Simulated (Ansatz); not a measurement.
## Random displacements in SnO2

These are results of Ansatz 0.2.0, DFT PBE+D3(BJ), scalar-relativistic, plane waves, PAW, not measurements. Cutoff 420 eV, Γ-centred 12×12×4 k-points, Gaussian smearing of 0.05 eV. No spin polarisation. Energies are free energies at this smearing, counted from the undisturbed cell; pressure is positive in compression.

Reference structure (relaxed at this level; this form isn't the usual structure):

```
Sn O
1.0
     3.21157    0.00000    0.00000
    -1.60579    2.78130    0.00000
     0.00000    0.00000   10.34276
Sn O
2 4
Direct
  0.00000 0.00000 0.50000
  0.00000 0.00000 0.00000
  0.66667 0.33333 0.40187
  0.66667 0.33333 0.09813
  0.33333 0.66667 0.59813
  0.33333 0.66667 0.90187
```

The atoms are displaced (Å, in the unstrained cell):

| atom | ux | uy | uz |
| --- | --- | --- | --- |
| Sn1 | 0.008 | 0.152 | -0.086 |
| Sn2 | -0.040 | -0.080 | 0.054 |
| O3 | 0.117 | -0.117 | -0.024 |
| O4 | 0.093 | -0.004 | -0.115 |
| O5 | -0.072 | 0.073 | 0.022 |
| O6 | -0.106 | -0.025 | 0.150 |

Strain (Voigt, engineering shear): (-0.0237, -0.0341, 0.0069, 0.0346, 0.0010, 0.0293).

What are the energy change, the stress and the forces?

ΔE = 288.0 meV/atom; stress (xx, yy, zz, yz, xz, xy; compression positive) (26.91, 25.96, 14.26, -8.13, -0.34, -7.37) GPa; gap on the mesh 2.18 eV.
| atom | Fx (eV/Å) | Fy | Fz |
| --- | --- | --- | --- |
| Sn1 | 2.64 | -2.38 | 3.87 |
| Sn2 | 0.41 | 1.90 | -1.81 |
| O3 | -3.09 | 2.67 | -3.15 |
| O4 | -2.24 | -2.03 | 4.33 |
| O5 | 0.45 | -0.29 | -0.70 |
| O6 | 1.83 | 0.13 | -2.54 |

Cost: 1 run of about 1.3 core-minutes, on Arm Neoverse V1 (shared hosts).